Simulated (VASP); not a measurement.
# LiGaO: relaxation of cell and atoms with PBE

The system is LiGaO.

```
Li Ga O
1.0
    -2.44257    2.45645    3.28206
     2.44257   -2.45645    3.28206
     2.44257    2.45645   -3.28206
Li Ga O
2 2 2
Direct
  0.12064 0.37064 0.75000
  0.87936 0.62936 0.25000
  0.50000 0.00000 0.00000
  0.50000 0.50000 0.50000
  0.50000 0.00000 0.50000
  0.00000 0.00000 0.00000
```

The cell was built by a generator and needn't be a form met in nature.

```json
{
  "Program": "VASP 6.6.1",
  "Task": "relaxation of cell and atoms",
  "Functional": "PBE",
  "Potentials or basis": "VASP PAW PBE potentials, release 64 (Li_sv, Ga_d, O)",
  "Cutoff": "600 eV",
  "k mesh": "8 × 8 × 8",
  "Occupations": "gaussian, width 0.05 eV",
  "Spin": "no spin polarisation",
  "Further INCAR settings": "ALGO = Normal; EDIFF = 1e-07; IBRION = 2; EDIFFG = -0.02; NSW = 60; ISIF = 3"
}
```

The relaxed volume is 12.61 Å³/atom. The relaxed cell is a = 4.634 Å, b = 4.634 Å, c = 4.634 Å, α = 113.97°, β = 102.04°, γ = 112.66°, the space group after relaxing (to 0.05 Å) is Imma (No. 74) and the energy gained by relaxing is 457.3 meV/atom. The ionic steps are 18, the pressure after relaxing is 0.1 GPa and the largest force after relaxing is 0.013 eV/Å. The band gap on the k mesh is none (metal or under the smearing width).

Forces in eV/Å, atoms in the order of the input:
```
Li   0.000  0.000 -0.013
Li   0.000  0.000  0.013
Ga   0.000  0.000  0.000
Ga   0.000  0.000  0.000
O    0.000  0.000  0.000
O    0.000  0.000  0.000
```

Stress tensor (GPa, compression positive):
```
 0.16  0.00  0.00
 0.00 -0.08  0.00
 0.00  0.00  0.13
```

The path:
| step | energy change (eV) | largest force (eV/Å) | pressure (GPa) | volume (Å³) |
| --- | --- | --- | --- | --- |
| 1 | 0.0000 | 0.2563 | -3.54 | 78.77 |
| 2 | -0.9162 | 0.6140 | -0.89 | 75.21 |
| 3 | -1.2505 | 1.0118 | 3.95 | 72.05 |
| 4 | -1.2606 | 1.1504 | 5.74 | 71.12 |
| 5 | -1.5974 | 1.2862 | 0.14 | 74.96 |
| 6 | -1.6966 | 1.4445 | -5.58 | 80.44 |
| 7 | -1.7083 | 1.4056 | -3.95 | 78.64 |
| 8 | -2.0845 | 1.2433 | -3.92 | 77.57 |
| 9 | -2.5532 | 0.0337 | 1.59 | 73.83 |
| 10 | -2.5783 | 0.6058 | -1.15 | 75.00 |
| 11 | -2.5932 | 0.3957 | -0.23 | 74.55 |
| 12 | -2.7183 | 0.1648 | 0.78 | 74.12 |
| 13 | -2.7257 | 0.1039 | 1.25 | 73.95 |
| 14 | -2.7375 | 0.1506 | -0.54 | 75.78 |
| 15 | -2.7376 | 0.1467 | -0.40 | 75.64 |
| 16 | -2.7418 | 0.0860 | -0.05 | 75.47 |
| 17 | -2.7426 | 0.0458 | 0.19 | 75.36 |
| 18 | -2.7438 | 0.0134 | 0.07 | 75.64 |

Final structure:
```
Li Ga O
1.0
    -2.52493    2.91509    2.56916
     2.52493   -2.91509    2.56916
     2.52493    2.91509   -2.56916
Li Ga O
2 2 2
Direct
  0.98803 0.23803 0.75000
  0.01197 0.76197 0.25000
  0.50000 0.00000 0.00000
  0.50000 0.50000 0.50000
  0.50000 0.00000 0.50000
  0.00000 0.00000 0.00000
```

Levels at points of the mesh, in eV from the Fermi level:
```csv
k point,band 20,band 21,band 22,band 23,band 24,band 25
"(0.00, 0.00, 0.00)",-3.75,-2.88,-0.79,0.51,3.31,3.85
"(0.50, 0.00, 0.00)",-3.72,-0.92,-0.76,1.37,2.22,3.28
"(0.00, 0.50, 0.00)",-2.88,-2.63,0.13,1.04,3.69,3.74
"(0.50, 0.50, 0.00)",-3.79,-0.82,-0.82,3.22,3.22,3.86
"(0.50, 0.50, 0.50)",-2.44,-2.40,0.18,0.49,2.38,2.49
```

Wall time 48 min on 1 thread of Intel(R) Xeon(R) Platinum 8488C (Sapphire Rapids), on a shared host, peak memory 0.41 GiB.

Caveat: the cutoff is under 1.25 times the usual one of these potentials, so pressure, stress and relaxed cells hold a basis-set (Pulay) error.
